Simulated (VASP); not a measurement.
# CuI2 (Fm-3m) in VASP: further runs

One crystal, CuI2, is run at these levels: LDA+U; tasks: single point.

Program: VASP 6.6.1. These are calculated values, not measurements. Logs are shortened: lines on timing, memory, paths and dates and some standing lists are left out, and cuts for length are marked.

### Step 1. The structure

The structure is cubic, space group Fm-3m (No. 225). Conventional cell: a = 7.023 Å, b = 7.023 Å, c = 7.023 Å, α = 90.00°, β = 90.00°, γ = 90.00°. Cu (site symmetry m-3m) has 8 I at 3.04 Å as nearest neighbours. I (site symmetry -43m) has 4 Cu at 3.04 Å as nearest neighbours.

The cell comes from a database or a generator and needn't be the stable form of this composition.

### Step 2. Single point, LDA+U, collinear spin, antiferromagnetic start

The input, INCAR:

```
PREC = Accurate
ENCUT = 520
EDIFF = 1E-6
ISMEAR = 0
SIGMA = 0.05
LREAL = F
LASPH = T
NELM = 60
ALGO = Fast
ISIF = 2
LWAVE = F
LCHARG = F
ISPIN = 2
MAGMOM = 0.6 -0.6 0 0 0 0
LORBIT = 11
LMAXMIX = 4
LDAU = T
LDAUTYPE = 2
LDAUL = 2 -1
LDAUU = 3 0
LDAUJ = 0 0
LDAUPRINT = 1
NBANDS = 38
```

The input, KPOINTS:

```
Automatic mesh
0
Gamma
  5 5 5
```

The input, POSCAR:

```
CuI2
1.0
    3.5112550600      3.5112550600      7.0225101200
    3.5112550600     -3.5112550600      0.0000000000
    3.5112550600      3.5112550600      0.0000000000
Cu I
2 4
Direct
    0.0000000000      0.0000000000      0.0000000000
    0.5000000000      0.5000000000      0.0000000000
    0.2500000000      0.0000000000      0.2500000000
    0.7500000000      0.5000000000      0.2500000000
    0.7500000000      0.0000000000      0.7500000000
    0.2500000000      0.5000000000      0.7500000000
```

Potentials or basis: VASP PAW LDA potentials, release 64 (Cu, I).

Started as:

```sh
> cat potpaw_LDA.64/Cu/POTCAR potpaw_LDA.64/I/POTCAR > POTCAR
> mpirun -np 1 vasp_std > vasp.out
```

OUTCAR:

```text
PREC = Accurate
   ENCUT = 520
   EDIFF = 1E-6
   ISMEAR = 0
   LREAL = F
   LASPH = T
   NELM = 60
   ISIF = 2
   ISPIN = 2
   LORBIT = 11

 ion  position               nearest neighbor table
   1  0.000  0.000  0.000-   5 3.04   3 3.04   4 3.04   5 3.04   6 3.04   3 3.04   4 3.04   6 3.04

   2  0.500  0.500  0.000-   6 3.04   3 3.04   4 3.04   5 3.04   6 3.04   4 3.04   3 3.04   5 3.04

   3  0.250  0.000  0.250-   1 3.04   1 3.04   2 3.04   2 3.04   5 3.51   6 3.51   6 3.51   6 3.51
                             6 3.51   5 3.51
   4  0.750  0.500  0.250-   2 3.04   1 3.04   2 3.04   1 3.04   5 3.51   6 3.51   5 3.51   5 3.51
                             5 3.51   6 3.51
   5  0.750  0.000  0.750-   1 3.04   2 3.04   1 3.04   2 3.04   3 3.51   4 3.51   4 3.51   4 3.51
                             4 3.51   3 3.51
   6  0.250  0.500  0.750-   1 3.04   2 3.04   2 3.04   1 3.04   3 3.51   4 3.51   3 3.51   3 3.51
                             3 3.51   4 3.51

  LATTYP: Found a simple tetragonal cell.
 ALAT       =     4.9656645268
 C/A-ratio  =     1.4142135624

  Lattice vectors:

 A1 = (   3.5112550600,  -3.5112550600,   0.0000000000)
 A2 = (   3.5112550600,   3.5112550600,   0.0000000000)
 A3 = (   0.0000000000,   0.0000000000,   7.0225101200)

Analysis of symmetry for initial positions (statically):
=====================================================================
 Subroutine PRICEL returns following result:

  LATTYP: Found a face centered cubic cell.
 ALAT       =     7.0225101200
[... 12 lines left out ...]
 Subroutine GETGRP returns: Found 16 space group operations
 (whereof 16 operations were pure point group operations)
 out of a pool of 16 trial point group operations.

The static configuration has the point symmetry D_4h.

Analysis of symmetry for dynamics (positions and initial velocities):
=====================================================================
 Subroutine PRICEL returns following result:

  LATTYP: Found a face centered cubic cell.
 ALAT       =     7.0225101200
[... 12 lines left out ...]
 Subroutine GETGRP returns: Found 16 space group operations
 (whereof 16 operations were pure point group operations)
 out of a pool of 16 trial point group operations.

The dynamic configuration has the point symmetry D_4h.

Analysis of structural, dynamic, and magnetic symmetry:
=====================================================================
 Subroutine PRICEL returns following result:

  LATTYP: Found a face centered cubic cell.
 ALAT       =     7.0225101200
[... 12 lines left out ...]
 Subroutine GETGRP returns: Found 16 space group operations
 (whereof 16 operations were pure point group operations)
 out of a pool of 16 trial point group operations.

The overall configuration has the point symmetry D_4h.

 Subroutine INISYM returns: Found 16 space group operations
 (whereof 16 operations are pure point group operations),
 and found     2 'primitive' translations

----------------------------------------------------------------------------------------

                                     Primitive cell

  volume of cell :      86.5799

  direct lattice vectors                    reciprocal lattice vectors
     3.511255060  0.000000000  3.511255060     0.142399225 -0.142399225  0.142399225
     3.511255060  3.511255060  0.000000000     0.142399225  0.142399225 -0.142399225
[... 151 lines left out ...]
  o =  0.9456  v =  1.0000  0.0000  0.0000  0.0000  0.0000  0.0000  0.0000  0.0000  0.0000  0.0000      0.0000  0.0000  0.0000  0.0000  0.0000  0.0000  0.0000  0.0000  0.0000  0.0000
  o =  0.9456  v =  0.0000  0.0000  0.0000  0.0000  0.0000  1.0000  0.0000  0.0000  0.0000  0.0000      0.0000  0.0000  0.0000  0.0000  0.0000  0.0000  0.0000  0.0000  0.0000  0.0000
  o =  0.9466  v =  0.0000  0.0000  0.0000  0.0000  0.0000  0.0000 -0.1340 -0.0000  0.9910 -0.0000      0.0000  0.0000  0.0000  0.0000  0.0000  0.0000  0.0000  0.0000  0.0000  0.0000
  o =  0.9466  v =  0.0000  0.0000  0.0000  0.0000  0.0000  0.0000 -0.9910 -0.0000 -0.1340  0.0000      0.0000  0.0000  0.0000  0.0000  0.0000  0.0000  0.0000  0.0000  0.0000  0.0000
  o =  0.9466  v =  0.0000 -0.8609 -0.0000 -0.5087  0.0000  0.0000  0.0000  0.0000  0.0000  0.0000      0.0000  0.0000  0.0000  0.0000  0.0000  0.0000  0.0000  0.0000  0.0000  0.0000
  o =  0.9466  v =  0.0000 -0.5087  0.0000  0.8609  0.0000  0.0000  0.0000  0.0000  0.0000  0.0000      0.0000  0.0000  0.0000  0.0000  0.0000  0.0000  0.0000  0.0000  0.0000  0.0000

atom =   2  type =  1  l = 2

 onsite density matrix

spin component  1

  0.9456 -0.0000 -0.0000  0.0000  0.0000
 -0.0000  0.9466 -0.0000 -0.0000 -0.0000
 -0.0000 -0.0000  0.9425 -0.0000 -0.0000
  0.0000 -0.0000 -0.0000  0.9466 -0.0000
  0.0000 -0.0000 -0.0000 -0.0000  0.9425

spin component  2

  0.9456 -0.0000 -0.0000  0.0000  0.0000
 -0.0000  0.9466 -0.0000 -0.0000 -0.0000
 -0.0000 -0.0000  0.9425 -0.0000 -0.0000
  0.0000 -0.0000 -0.0000  0.9466 -0.0000
  0.0000 -0.0000 -0.0000 -0.0000  0.9425

 occupancies and eigenvectors

  o =  0.9425  v =  0.0000 -0.0000 -1.0000  0.0000  0.0000  0.0000  0.0000  0.0000  0.0000  0.0000      0.0000  0.0000  0.0000  0.0000  0.0000  0.0000  0.0000  0.0000  0.0000  0.0000
  o =  0.9425  v =  0.0000  0.0000  0.0000  0.0000  0.0000  0.0000  0.0000 -1.0000 -0.0000 -0.0000      0.0000  0.0000  0.0000  0.0000  0.0000  0.0000  0.0000  0.0000  0.0000  0.0000
  o =  0.9425  v =  0.0000 -0.0000 -0.0000 -0.0000 -1.0000  0.0000  0.0000  0.0000  0.0000  0.0000      0.0000  0.0000  0.0000  0.0000  0.0000  0.0000  0.0000  0.0000  0.0000  0.0000
  o =  0.9425  v =  0.0000  0.0000  0.0000  0.0000  0.0000  0.0000  0.0000  0.0000  0.0000 -1.0000      0.0000  0.0000  0.0000  0.0000  0.0000  0.0000  0.0000  0.0000  0.0000  0.0000
  o =  0.9456  v =  0.0000  0.0000  0.0000  0.0000  0.0000  1.0000  0.0000  0.0000  0.0000  0.0000      0.0000  0.0000  0.0000  0.0000  0.0000  0.0000  0.0000  0.0000  0.0000  0.0000
  o =  0.9456  v =  1.0000  0.0000  0.0000  0.0000  0.0000  0.0000  0.0000  0.0000  0.0000  0.0000      0.0000  0.0000  0.0000  0.0000  0.0000  0.0000  0.0000  0.0000  0.0000  0.0000
  o =  0.9466  v =  0.0000 -0.9272  0.0000  0.3745  0.0000  0.0000  0.0000  0.0000  0.0000  0.0000      0.0000  0.0000  0.0000  0.0000  0.0000  0.0000  0.0000  0.0000  0.0000  0.0000
  o =  0.9466  v =  0.0000  0.3745 -0.0000  0.9272 -0.0000  0.0000  0.0000  0.0000  0.0000  0.0000      0.0000  0.0000  0.0000  0.0000  0.0000  0.0000  0.0000  0.0000  0.0000  0.0000
  o =  0.9466  v =  0.0000  0.0000  0.0000  0.0000  0.0000  0.0000 -0.8467 -0.0000  0.5320  0.0000      0.0000  0.0000  0.0000  0.0000  0.0000  0.0000  0.0000  0.0000  0.0000  0.0000
  o =  0.9466  v =  0.0000  0.0000  0.0000  0.0000  0.0000  0.0000  0.5320  0.0000  0.8467  0.0000      0.0000  0.0000  0.0000  0.0000  0.0000  0.0000  0.0000  0.0000  0.0000  0.0000

 number of electron      50.0000018 magnetization       0.0000000

 Free energy of the ion-electron system (eV)
  ---------------------------------------------------
  ext. energy  EPLUGINS =         0.00000000
  ---------------------------------------------------
  free energy    TOTEN  =       -13.42087011 eV

  energy without entropy =      -13.41304140  energy(sigma->0) =      -13.41695575

 E-fermi :   4.7061     XC(G=0):  -9.5625

 val. band max:        4.6957938155   @ k =   0.2000   0.4000   0.2000
 cond. band min:       4.7567118902   @ k =   0.2000   0.2000   0.0000
 fundamental gap:      0.0609180746
 Fermi energy:         4.7061200059

 spin component 1

 k-point     1 :       0.0000    0.0000    0.0000
  band No.  band energies     occupation
      1      -9.1174      1.00000
      2      -8.2476      1.00000
      3      -7.4876      1.00000
      4      -6.7072      1.00000
      5      -1.0061      1.00000
      6       0.3743      1.00000
[... 709 lines left out ...]
     36      12.3571      0.00000
     37      12.4365      0.00000
 Fermi energy:         4.7061200059

 spin component 2

 k-point     1 :       0.0000    0.0000    0.0000
  band No.  band energies     occupation
      1      -9.1174      1.00000
      2      -8.2476      1.00000
      3      -7.4876      1.00000
      4      -6.7072      1.00000
      5      -1.0061      1.00000
      6       0.3743      1.00000
[... 709 lines left out ...]
     36      12.3567      0.00000
     37      12.4357      0.00000
 [bands above 37 left out]

------------------------ aborting loop because EDIFF is reached ----------------------------------------

  FORCE on cell =-STRESS in cart. coord.  units (eV):
  Direction    XX          YY          ZZ          XY          YZ          ZX
  --------------------------------------------------------------------------------------
  -------------------------------------------------------------------------------------
  Total       -1.9554204     -1.9554204     -2.0476033      0.0000000      0.0000000      0.0000000
  in kB      -18.0927086    -18.0927086    -18.9456396      0.0000000      0.0000000      0.0000000
  external PRESSURE =     -18.3770189 kB  Pullay stress =       0.0000000 kB

 VOLUME and BASIS-vectors are now :
 -----------------------------------------------------------------------------
  energy-cutoff  :      520.00
  volume of cell :      173.16
      direct lattice vectors                 reciprocal lattice vectors
     3.511255060  3.511255060  7.022510120     0.000000000  0.000000000  0.142399225
     3.511255060 -3.511255060  0.000000000     0.142399225 -0.142399225  0.000000000
     3.511255060  3.511255060  0.000000000     0.142399225  0.142399225 -0.142399225

 POSITION                                       TOTAL-FORCE (eV/Angst)
 -----------------------------------------------------------------------------------
      0.00000      0.00000      0.00000        -0.000000     -0.000000     -0.000000
      3.51126      0.00000      3.51126        -0.000000     -0.000000     -0.000000
      1.75563      1.75563      1.75563         0.000000      0.000000     -0.000000
      5.26688      1.75563      5.26688         0.000000      0.000000     -0.000000
      5.26688      5.26688      5.26688        -0.000000     -0.000000      0.000000
      5.26688      1.75563      1.75563        -0.000000     -0.000000      0.000000
 -----------------------------------------------------------------------------------
    total drift:                               -0.000000      0.000000      0.000000

  FREE ENERGIE OF THE ION-ELECTRON SYSTEM (eV)
  ---------------------------------------------------
  free  energy   TOTEN  =       -13.4208701104 eV

  energy  without entropy=      -13.4130413964  energy(sigma->0) =      -13.41695575

 total charge

# of ion       s       p       d       tot
------------------------------------------
    1        0.231   0.153   9.426   9.810
    2        0.231   0.153   9.426   9.810
    3        1.546   2.663   0.029   4.238
    4        1.546   2.663   0.029   4.238
    5        1.546   2.663   0.029   4.238
    6        1.546   2.663   0.029   4.238
--------------------------------------------------
tot          6.648  10.957  18.968  36.574

 magnetization (x)

# of ion       s       p       d       tot
------------------------------------------
    1       -0.000  -0.000   0.000   0.000
    2        0.000   0.000  -0.000  -0.000
    3        0.000   0.000   0.000   0.000
    4        0.000   0.000   0.000   0.000
    5        0.000   0.000   0.000   0.000
    6        0.000   0.000   0.000   0.000
--------------------------------------------------
tot          0.000   0.000   0.000   0.000
```

It took 3.4 min on 1 thread of Intel Xeon 6975P-C (Granite Rapids), shared host; peak memory 0.34 GiB.

Results:

```
Free energy                                           : -13.4209 eV
Pressure                                              : -1.8 GPa
Band gap on the k mesh                                : none (metal or under the smearing width)
Net moment                                            : 0.00 μB per cell
Valence electrons inside the program's atomic spheres : Cu 9.81; I 4.24
```

Levels at points of the mesh, in eV from the Fermi level:
Spin up:
```
           k point  band 22  band 23  band 24  band 25  band 26  band 27  band 28  band 29
(0.00, 0.00, 0.00)    -0.89    -0.89     0.33     0.33     0.56     1.21     1.25     3.39
```
Spin down:
| k point | band 23 | band 24 | band 25 | band 26 | band 27 | band 28 |
| --- | --- | --- | --- | --- | --- | --- |
| (0.00, 0.00, 0.00) | -0.89 | 0.33 | 0.33 | 0.56 | 1.21 | 1.25 |

Eigenvalues of the final occupation matrices:
| site | spin | trace | eigenvalues |
| --- | --- | --- | --- |
| site 1 d | 1 | 4.72 | 0.94 0.94 0.95 0.95 0.95 |
| site 1 d | 2 | 4.72 | 0.94 0.94 0.95 0.95 0.95 |
| site 2 d | 1 | 4.72 | 0.94 0.94 0.95 0.95 0.95 |
| site 2 d | 2 | 4.72 | 0.94 0.94 0.95 0.95 0.95 |

The run has no spin-orbit coupling, so splittings on I are missing. The state reached can hang on the start; a lower one may exist.

[end of part 1 of 2]
